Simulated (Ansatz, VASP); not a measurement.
Y: VASP beside Ansatz

```
Y
1.0
     0.00000    2.55045    2.55045
     2.55045    0.00000    2.55045
     2.55045    2.55045    0.00000
Y
1
Direct
  0.00000 0.00000 0.00000
```

Alike in both runs: functional r2SCAN; k mesh 14 × 14 × 14; occupations gaussian, width 0.1 eV; no spin polarisation.

Ansatz relaxed the structure, and its values are those at the end. VASP's run is a single point on that final structure, the one shown.

|  | VASP | Ansatz |
| --- | --- | --- |
| version | VASP 6.6.1 | Ansatz 0.2.0 |
| potentials or method | VASP PAW PBE potentials, release 64 (Y_sv) | scalar-relativistic, plane waves, PAW |
| plane-wave cutoff (eV) | 520 | 500 |
| valence electrons in the cell | 11 | 11 |

|  | VASP | Ansatz | Ansatz less VASP |
| --- | --- | --- | --- |
| gap on the k mesh at the Fermi level (eV) | none | none | - |
| pressure (GPa) | 0.1 | 0.0 | -0.10 |

A gap of «none» marks a metal or a gap that the smearing closes.

Caveats: the PAW data sets were made with another functional, which shifts forces and pressure a little (VASP).
